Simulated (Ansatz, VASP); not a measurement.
**SnSe in two plane-wave programs**

Aim: how closely do two programs agree when they are given the same cell, functional and k mesh? The cell is generated by rule, not measured, and may not be a known phase. The cell is taken from a series of runs on this material, whose earlier steps may have relaxed, scaled, displaced or heated it; both programs get it as it stands.

Program: Ansatz 0.2.0. Level of theory: plane waves, with VASP 6.6.1 beside it; single point at PBEsol. Results are calculated unless marked as measured.

## Step 1: Starting point

The structure is hexagonal, space group P6_3mc (No. 186). Conventional cell: a = 4.728 Å, b = 4.728 Å, c = 7.721 Å, α = 90.00°, β = 90.00°, γ = 120.00°. Sn has 4 Se at 2.90 Å nearest. Nearest to Se lie 4 Sn at 2.90 Å. Farther neighbours and most contacts between anions are not listed.

Structure file:

```cif
data_structure
_symmetry_space_group_name_H-M 'P6_3mc'
_symmetry_Int_Tables_number 186
_cell_length_a 4.7278
_cell_length_b 4.7278
_cell_length_c 7.7206
_cell_angle_alpha 90.000
_cell_angle_beta 90.000
_cell_angle_gamma 120.000
_cell_volume 149.45
loop_
_atom_site_label
_atom_site_type_symbol
_atom_site_symmetry_multiplicity
_atom_site_Wyckoff_symbol
_atom_site_fract_x
_atom_site_fract_y
_atom_site_fract_z
_atom_site_occupancy
Sn1 Sn 2 b 0.33333 0.66667 0.00000 1
Se1 Se 2 b 0.33333 0.66667 0.37500 1
```

## Step 2: Ansatz: single point, PBEsol, pair 1

Ansatz runs on its default PAW (the set named soft_2) files.

With cell and atoms fixed, the geometry can't cause a difference; cores, projectors, grids and the points listed under the comparison can.

The input, input.yaml:

```yaml
crystal:
  lattice:
    - [4.72784, 0.0, 0.0]
    - [-2.36392, 4.09443, 0.0]
    - [0.0, 0.0, 7.72057]
  atoms:
    - { symbol: Sn, position: [0.333333, 0.666667, 0.0] }
    - { symbol: Sn, position: [0.666667, 0.333333, 0.5] }
    - { symbol: Se, position: [0.333333, 0.666667, 0.375] }
    - { symbol: Se, position: [0.666667, 0.333333, 0.875] }
kpoints:
  mp_grid: { grid: [6, 6, 4] }
hamiltonian:
  xc: pbesol
scf:
  occupations: { method: gaussian, width: 0.1 }
output:
  forces: true
  stress: true
  eigenvalues: true
```

Started as:

```
ansatz run input.yaml --threads 4 --pin off --max-ram 7168MiB --backend cpu --events-out ev --progress --plain --runs-dir out
```

Numbers of over 12 decimals in the logs are rounded to 6 here.

What it wrote:

```text
Warning: the atoms were moved onto the symmetric positions of the space group found under crystal.symmetry.tolerance 1.0e-5 (fractional; no operation is sought that the atoms, as they stand in a round, miss by more than twice it, and no atom is moved by as much as it), and the run uses the moved positions. Before a round's move an operation carried an atom to 4.73e-6 Å from where it should land, the largest such dist [...]
Engine: ansatz 0.2.0, aarch64-unknown-linux-gnu
Pseudopotentials: kind: paw
Pseudopotential: Sn, paw, valence charge 14, recommended cutoff 420 eV (normal), Sn.paw.azcp
Pseudopotential: Se, paw, valence charge 16, recommended cutoff 420 eV (normal), Se.paw.azcp
Functional definition: PBEsol
  exchange = pbesol_x
  correlation = pbesol_c
Crystal: 4 atoms, lattice volume = 149.453 Å³
Basis set: ecut = 420 eV, 2875 PW (Γ), exchange–correlation on 64×64×108 points (8 copies of the dense FFT grid, shifted against one another)
Bands: 36, of which v1, the nominal top of the filled ones, is band 30 counted from 1 (29 counted from 0)
Symmetry: 12 space group operations
Space group: P63mc (ITA 186), of the structure as read, at distance tolerance 5.3e-5 Å
k-points: 21 of 144 (time reversal used)
Non-local potential: Sn, projectors of the file, l = 0: 2, l = 1: 2, l = 2: 2, l = 3: 2
Non-local potential: Se, projectors of the file, l = 0: 2, l = 1: 2, l = 2: 3, l = 3: 1
PAW form: soft (Blöchl's): semilocal exchange-correlation on the pseudo side does not see the compensation charge
PAW frozen core: Sn, regenerated for the run's functional, and the local potential with it (the file was generated under x = pbe(κ = 0.804, μ = 0.219515), c = pbe(β = 0.066725))
PAW frozen core: Se, regenerated for the run's functional, and the local potential with it (the file was generated under x = pbe(κ = 0.804, μ = 0.219515), c = pbe(β = 0.066725))
PAW one-centre angular grid: Sn, 590 points (default); XC on 64 Gauss nodes
PAW one-centre angular grid: Se, 590 points (default); XC on 64 Gauss nodes
Initial density: superposition of atomic densities (neutral atoms: chi_scale 0, normalization atom), corrected by the library's trained network
Initial wavefunctions: pseudopotential atomic-orbital guess
Functional: x = pbesol(κ = 0.804, μ = 0.123457), c = pbesol(β = 0.046)
SCF iter   1: F=—  HF=-22748.642276 eV  |F-HF|=—  |Δ(HF+E_count)|=         —  Δρ=1.58e-3  dr2=4.41e-3  ethr=1.77e-3  ⟨swp⟩=6.3  Hψ=2988  notcnv=0
preconditioner: auto → Resta (q_TF=auto, 2.343 Å⁻¹)  ε∞=3.9  [insulator: Δε(μ)=1.042 eV  Ē_g=7.957 eV  σ=0.100 eV  W_gap=1.00  n_scr=34 (ndim 8)  ℏωp=13.6 eV  f_vac=0.184  D(μ)=0.00/eV (n_scr^D=0)  ε∞_Penn≈3.9]
SCF iter   2: F=—  HF=-22748.639180 eV  |F-HF|=—  |Δ(HF+E_count)|=   3.10e-3  Δρ=8.28e-4  dr2=6.55e-4  ethr=7.34e-6  ⟨swp⟩=2.0  Hψ=1562  notcnv=0
SCF iter   3: F=—  HF=-22748.639214 eV  |F-HF|=—  |Δ(HF+E_count)|=   3.35e-5  Δρ=2.42e-4  dr2=9.21e-5  ethr=1.09e-6  ⟨swp⟩=2.0  Hψ=1140  notcnv=0
SCF iter   4: F=—  HF=-22748.639299 eV  |F-HF|=—  |Δ(HF+E_count)|=   8.54e-5  Δρ=1.18e-4  dr2=2.01e-5  ethr=1.54e-7  ⟨swp⟩=2.0  Hψ=874  notcnv=0
SCF iter   5: F=—  HF=-22748.639347 eV  |F-HF|=—  |Δ(HF+E_count)|=   4.81e-5  Δρ=3.21e-5  dr2=1.95e-6  ethr=3.35e-8  ⟨swp⟩=2.0  Hψ=1140  notcnv=0
SCF iter   6: F=—  HF=-22748.639350 eV  |F-HF|=—  |Δ(HF+E_count)|=   2.85e-6  Δρ=1.91e-5  dr2=5.21e-7  ethr=3.26e-9  ⟨swp⟩=2.0  Hψ=1140  notcnv=0
SCF iter   7: F=-22748.639350 eV  HF=-22748.639350 eV  |F-HF|=1.87e-8  |Δ(HF+E_count)|=   4.23e-8  Δρ=6.90e-6  dr2=7.48e-8  ethr=1.67e-10  ⟨swp⟩=7.0  Hψ=3688  notcnv=0
SCF 1 converged in 7 iterations: F = -22748.639350 eV  dr2 = 7.48e-8
  greatest PAW one-centre occupation: 1.000 electrons in one spin orbital (limit 2), on the Se atom at site 2 (counted from 0), in its partial waves of l = 2
SCF converged after 7 iterations
Free energy (F): -22748.639350 eV
Harris-Foulkes:  -22748.639350 eV  (|F-HF|=1.87e-8)
Internal energy: -22748.639350 eV  (E = F + TS)
E sigma→0 (E₀):  -22748.639350 eV
Fermi energy:    6.022654 eV
--- Per-component energies (eV) ---
  E_band       = -1166.740276
  E_kinetic    = 605.040480
  E_local      = -8239.060329  (includes V_loc(G=0)·N_el)
  E_nonlocal   = -1247.656611
  E_hartree    = 4181.836805
  E_xc         = -964.726411
  E_vxc        = -388.334533  (∫ρ·V_xc dr)
  E_paw        = -11857.442278  (= ΣΔE_a)
  E_vpaw       = -260.383059  (= ΣTr[D̂ρ^β])
  E_aug_tail   = -0.001146  (compensation charges beyond the density's cutoff)
  E_ewald      = -5229.216440
  E_core_change = 2.586580  (= ΣΔE_core)
  E_smearing   = -0.000000  (= −TS)
  E_closure    = -0.000000  (closes the sum)
  Σ components = -22748.639350   (vs F -22748.639350, Δ=0.00e0)
--- Forces (eV/Å), atoms counted from 1 ---
  atom   1  Sn     0.00000000     0.00000000     0.04210920
  atom   2  Sn     0.00000000     0.00000000     0.04210920
  atom   3  Se     0.00000000     0.00000000    -0.04212565
  atom   4  Se     0.00000000     0.00000000    -0.04212565
  max |Σ_I F_I| component: 3.29e-5 eV/Å
--- Stress (GPa, compression-positive) ---
       -0.566817       0.000000       0.000000
       -0.000000      -0.566817       0.000000
       -0.000000       0.000000      -1.626510
  P = ⅓ Tr σ = -0.9200 GPa (-9.200 kbar)
--- Band table (eV; the first three rows and the last of 21) ---
  k-point 0: bands = [... 26 lower, 3.1525, 3.1942, 3.1942, 3.2017, 6.9314, 6.9314, 7.1427, 8.0127, ... 2 higher]
  k-point 1: bands = [... 26 lower, 3.0968, 3.0968, 3.3107, 3.3849, 6.9858, 7.0742, 7.0742, 7.8265, ... 2 higher]
  k-point 2: bands = [... 26 lower, 2.8837, 2.8837, 3.5004, 3.5004, 7.3263, 7.3263, 7.4302, 7.4302, ... 2 higher]
  k-point 20: bands = [... 26 lower, 2.3998, 2.3998, 4.6055, 4.6055, 7.5569, 7.5569, 8.0385, 8.0385, ... 2 higher]
```

In the SCF lines HF is the Harris–Foulkes energy and dr2 the Hartree energy of the density residual, in eV; the loop may stop once dr2 is under the threshold and the program's other checks hold. Hψ counts applications of the Hamiltonian.

The run ends at a pressure of -0.92 GPa, with forces up to 0.042 eV/Å.

## Step 3: VASP: single point, PBEsol, pair 1

The same cell, functional, mesh and smearing now go to VASP, with its own data sets.

Lines of VASP's logs that name or quote its potential files are left out, and so is its time.

The input, INCAR:

```
SYSTEM = SnSe
PREC = Accurate
ENCUT = 500
EDIFF = 1E-06
NELM = 120
ISMEAR = 0
SIGMA = 0.1
LREAL = .FALSE.
ALGO = Normal
GGA = PS
NBANDS = 26
LORBIT = 11
LWAVE = .FALSE.
LCHARG = .FALSE.
ISIF = 2
LASPH = .TRUE.
GGA_COMPAT = .FALSE.
EFERMI = MIDGAP
KPAR = 2
```

The input, POSCAR:

```
SnSe
1.0
    4.7278400000      0.0000000000      0.0000000000
   -2.3639200000      4.0944300000      0.0000000000
    0.0000000000      0.0000000000      7.7205700000
Sn Se
2 2
Direct
    0.3333343333      0.6666676667      0.0000000000
    0.6666676667      0.3333343333      0.5000000000
    0.3333343333      0.6666676667      0.3750000000
    0.6666676667      0.3333343333      0.8750000000
```

The input, KPOINTS:

```
Automatic mesh
0
Gamma
6 6 4
0 0 0
```

Potentials, in the order of the species: Sn_d and Se (PBE family, release 64).

Started as:

```
mpirun -np 2 vasp_std
```

What it wrote:

```text
[banner, memory and clock lines left out]
running    2 mpi-ranks, on    1 nodes
 distrk:  each k-point on    1 cores,    2 groups
 distr:  one band on    1 cores,    1 groups

 POSCAR found type information on POSCAR SnSe
 POSCAR found :  2 types and       4 ions
|                                                                             |
|               ----> ADVICE to this user running VASP <----                  |
|                                                                             |
|     You enforced a specific xc type in the INCAR file but a different       |
|     [... a line on the potential file left out ...]
|     I HOPE YOU KNOW WHAT YOU ARE DOING!                                     |
|                                                                             |

 LDA part: xc-table for (Slater+PW92), standard interpolation
 POSCAR, INCAR and KPOINTS ok, starting setup
 FFT: planning ... GRIDC
 FFT: planning ... GRID_SOFT
 FFT: planning ... GRID
 WAVECAR not read
 entering main loop
       N       E                     dE             d eps       ncg     rms          rms(c)
DAV:   1     0.344913427925E+03    0.34491E+03   -0.18848E+04  1094   0.170E+03
DAV:   2     0.318759633324E+02   -0.31304E+03   -0.30768E+03  1124   0.425E+02
DAV:   3    -0.151357259220E+02   -0.47012E+02   -0.46236E+02  1374   0.157E+02
DAV:   4    -0.173545499121E+02   -0.22188E+01   -0.22059E+01  1206   0.359E+01
DAV:   5    -0.174134685327E+02   -0.58919E-01   -0.58819E-01  1366   0.645E+00    0.478E+00
DAV:   6    -0.168922439993E+02    0.52122E+00   -0.14866E+00  1370   0.566E+00    0.293E+00
DAV:   7    -0.168880695077E+02    0.41745E-02   -0.23077E-01  1264   0.184E+00    0.140E+00
DAV:   8    -0.168869482916E+02    0.11212E-02   -0.24608E-02  1262   0.105E+00    0.212E-01
DAV:   9    -0.168869183750E+02    0.29917E-04   -0.43843E-03  1250   0.385E-01    0.669E-02
DAV:  10    -0.168873771174E+02   -0.45874E-03   -0.76155E-04  1240   0.126E-01    0.371E-02
DAV:  11    -0.168874721420E+02   -0.95025E-04   -0.11944E-04  1354   0.534E-02    0.109E-02
DAV:  12    -0.168874837074E+02   -0.11565E-04   -0.14847E-05  1244   0.271E-02    0.532E-03
DAV:  13    -0.168874861314E+02   -0.24239E-05   -0.36241E-06   970   0.949E-03    0.159E-03
DAV:  14    -0.168874863621E+02   -0.23071E-06   -0.59997E-07   884   0.685E-03
   1 F= -.16887486E+02 E0= -.16887486E+02  d E =-.304170E-14
```

Parts of OUTCAR (step 3):

```text
ion  position               nearest neighbor table
   1  0.333  0.667  0.000-   4 2.90   4 2.90   4 2.90   3 2.90
   2  0.667  0.333  0.500-   3 2.90   3 2.90   3 2.90   4 2.90
   3  0.333  0.667  0.375-   2 2.90   2 2.90   2 2.90   1 2.90
   4  0.667  0.333  0.875-   1 2.90   1 2.90   1 2.90   2 2.90

  LATTYP: Found a hexagonal cell.
 ALAT       =     4.7278400000
 C/A-ratio  =     1.6330015398

 Subroutine GETGRP returns: Found 12 space group operations
 (whereof  6 operations were pure point group operations)

The static configuration has the point symmetry C_3v.
 The point group associated with its full space group is C_6v.

 Found     21 irreducible k-points:

   k-points           NKPTS =     21   k-points in BZ     NKDIM =     21   number of bands    NBANDS=     26

   dimension x,y,z NGX =    36 NGY =   36 NGZ =   56
   dimension x,y,z NGXF=    72 NGYF=   72 NGZF=  112

   ENCUT  =  500.0 eV  36.75 Ry    6.06 a.u.   8.62  8.62 14.08*2*pi/ulx,y,z

   NELECT =      40.0000    total number of electrons

 k-points in reciprocal lattice and weights: Automatic mesh
   0.00000000  0.00000000  0.00000000       0.007
   0.16666667  0.00000000  0.00000000       0.042
   0.33333333  0.00000000  0.00000000       0.042
   0.50000000  0.00000000  0.00000000       0.021
   0.16666667  0.16666667  0.00000000       0.042
   0.33333333  0.16666667  0.00000000       0.083
   0.33333333  0.33333333  0.00000000       0.014
   0.00000000  0.00000000  0.25000000       0.014
   0.16666667  0.00000000  0.25000000       0.083
[...]
0.33333333  0.16666667  0.50000000       0.083
   0.33333333  0.33333333  0.50000000       0.014

 average (electrostatic) potential at core
       1-104.0760       2-104.0759       3 -55.2634       4 -55.2633

 E-fermi :   3.4787

 k-point     1 :       0.0000    0.0000    0.0000
  band No.  band energies     occupation
    ...
     16       0.0747      2.00000
     17       0.6066      2.00000
     18       0.6484      2.00000
     19       0.6484      2.00000
     20       0.6554      2.00000
     21       4.3820      0.00000
     22       4.3820      0.00000
     23       4.5935      0.00000
     24       5.4644      0.00000
     25       5.4644      0.00000
    ...

 k-point     2 :       0.1667    0.0000    0.0000
  band No.  band energies     occupation
    ...
     16      -0.1346      2.00000
     17       0.4415      2.00000
     18       0.4987      2.00000
     19       1.0310      2.00000
     20       1.6949      2.00000
     21       4.1656      0.00000
     22       4.6661      0.00000
     23       4.7647      0.00000
     24       5.2961      0.00000
     25       5.9320      0.00000
    ...

 k-point     3 :       0.3333    0.0000    0.0000
  band No.  band energies     occupation
    ...
     16      -0.4727      2.00000
     17      -0.0019      2.00000
     18       0.2254      2.00000
     19       1.5241      2.00000
     20       2.2046      2.00000
     21       4.3833      0.00000
     22       4.5661      0.00000
     23       5.0852      0.00000
     24       5.7439      0.00000
     25       6.6093      0.00000
    ...

  Total       -0.5146567     -0.5146568     -1.5035813      0.0000000      0.0000000      0.0000000
  in kB       -5.5172498     -5.5172510    -16.1187707      0.0000000      0.0000000      0.0000000
  external PRESSURE =      -9.0510905 kB  Pullay stress =       0.0000000 kB

  energy-cutoff  :      500.00
  volume of cell :      149.45
      direct lattice vectors                 reciprocal lattice vectors
     4.727840000  0.000000000  0.000000000     0.211513080  0.122117120  0.000000000
    -2.363920000  4.094430000  0.000000000     0.000000000  0.244234240  0.000000000
     0.000000000  0.000000000  7.720570000     0.000000000  0.000000000  0.129524115

 POSITION                                       TOTAL-FORCE (eV/Angst)
 -----------------------------------------------------------------------------------
      0.00000      2.72962      0.00000         0.000000     -0.000000      0.042235
      2.36392      1.36481      3.86029         0.000000     -0.000000      0.042235
      0.00000      2.72962      2.89521         0.000000      0.000000     -0.042235
      2.36392      1.36481      6.75550        -0.000000     -0.000000     -0.042235
 -----------------------------------------------------------------------------------
    total drift:                               -0.002383     -0.004127     -0.000049

  FREE ENERGIE OF THE ION-ELECTRON SYSTEM (eV)
  ---------------------------------------------------
  free  energy   TOTEN  =       -16.8874863621 eV

  energy  without entropy=      -16.8874863621  energy(sigma->0) =      -16.88748636

 total charge
# of ion       s       p       d       tot
------------------------------------------
    1        1.391   0.696   9.971  12.058
    2        1.391   0.696   9.971  12.058
    3        1.495   2.267   0.018   3.780
    4        1.495   2.267   0.018   3.780
--------------------------------------------------
tot          5.771   5.927  19.978  31.675

[... 3 further parts left out ...]
```

The run ends at a pressure of -0.91 GPa, with forces up to 0.042 eV/Å.

## Step 4: Side by side

Known differences besides the potentials themselves: the data sets hold 60 valence electrons in Ansatz (on its default PAW (the set named soft_2) files) and 40 in VASP; the cutoff is 420 eV in Ansatz and 500 eV in VASP; Ansatz makes its cores anew for this functional, VASP keeps those of its PBE data sets. Total energies have different zeros and are not compared.

Compared:

| quantity | Ansatz | VASP | difference |
| --- | --- | --- | --- |
| pressure (GPa) | -0.92 | -0.91 | -0.01 |
| gap on the k mesh (eV) | 1.059 | 1.056 | +0.003 |

Forces (eV/Å; atoms numbered as in POSCAR):

| atom | Ansatz x, y, z | VASP x, y, z |
| --- | --- | --- |
| Sn1 | 0.000, 0.000, 0.042 | 0.000, 0.000, 0.042 |
| Sn2 | 0.000, 0.000, 0.042 | 0.000, 0.000, 0.042 |
| Se3 | 0.000, 0.000, -0.042 | 0.000, 0.000, -0.042 |
| Se4 | 0.000, 0.000, -0.042 | 0.000, 0.000, -0.042 |

The forces differ by 0.1 meV/Å r.m.s., which is 0.3 % of the r.m.s. force of 0.024 eV/Å (both taken over all components). A gap on the mesh is an upper bound, since the band edges may lie between its points.

## Step 5: Ansatz: single point, PBEsol, pair 2

With cell and atoms fixed, the geometry can't cause a difference; cores, projectors, grids and the points listed under the comparison can. This pair takes another cell of the material, with 8 atoms against 4 for the pair before.

The cell is taken from a series of runs on this material, whose earlier steps may have relaxed, scaled, displaced or heated it; both programs get it as it stands.

The input, input.yaml:

```yaml
crystal:
  lattice:
    - [-5.0227379364, 0.0, 0.0]
    - [0.0, 0.0, -5.9930844307]
    - [0.0, -8.699637299, 0.0]
  atoms:
    - { symbol: Sn, position: [0.5, 0.0566756714, 0.1666666667] }
    - { symbol: Sn, position: [0.0, 0.0566756714, 0.6666666667] }
    - { symbol: Sn, position: [1.0, 0.5566756714, 0.3333333333] }
    - { symbol: Sn, position: [0.5, 0.5566756714, 0.8333333333] }
    - { symbol: Se, position: [0.5, 0.5683243286, 0.1666666667] }
    - { symbol: Se, position: [0.0, 0.5683243286, 0.6666666667] }
    - { symbol: Se, position: [1.0, 0.0683243286, 0.3333333333] }
    - { symbol: Se, position: [0.5, 0.0683243286, 0.8333333333] }
kpoints:
  mp_grid: { grid: [6, 6, 4] }
hamiltonian:
  xc: pbesol
scf:
  occupations: { method: gaussian, width: 0.02 }
output:
  forces: true
  stress: true
  eigenvalues: true
```

Started as:

```
ansatz run input.yaml --threads 4 --pin off --max-ram 7168MiB --backend cpu --events-out ev --progress --plain --runs-dir out
```

What it wrote:

```text
[...]
Crystal: 8 atoms, lattice volume = 261.874 Å³
Basis set: ecut = 420 eV, 5149 PW (Γ), exchange–correlation on 72×90×120 points (8 copies of the dense FFT grid, shifted against one another)
Bands: 72, of which v1, the nominal top of the filled ones, is band 60 counted from 1 (59 counted from 0)
Symmetry: 8 space group operations
[...]
k-points: 48 of 144 (time reversal used)
[...]
k-point 0: bands = [... 56 lower, 4.5020, 4.5020, 4.5464, 6.1515, 7.9112, 7.9112, 9.1239, 9.5821, ... 5 higher]
  k-point 1: bands = [... 56 lower, 4.4113, 4.4542, 4.8716, 6.0058, 7.7861, 8.1771, 8.4889, 9.5391, ... 5 higher]
  k-point 2: bands = [... 56 lower, 4.3250, 4.3250, 5.5345, 5.5345, 7.8490, 7.8490, 8.9048, 8.9048, ... 5 higher]
  k-point 47: bands = [... 56 lower, 6.2151, 6.2151, 6.2151, 6.2151, 7.7661, 7.7661, 7.7661, 7.7661, ... 5 higher]
[key lines of the parts left out:]
SCF converged after 7 iterations
Free energy (F): -45498.201004 eV
Fermi energy:    7.368284 eV
P = ⅓ Tr σ = -0.0003 GPa (-0.003 kbar)
```

The run ends at a pressure of 0.00 GPa, with forces up to 0.0012 eV/Å.

[end of part 1 of 2]

[Lines on the potential files, build, host, timing and source positions are cut from VASP's logs without a mark.]

[Logs are printed without paths, hosts, clocks, repeated set-up lines and the standing remarks that a program may print on its own settings, such as how far it seeks lower states.]

[Hosts, paths, dates, database ids (printed as entryN), source tags and the programs' standing remarks are cut or masked in the printed files.]
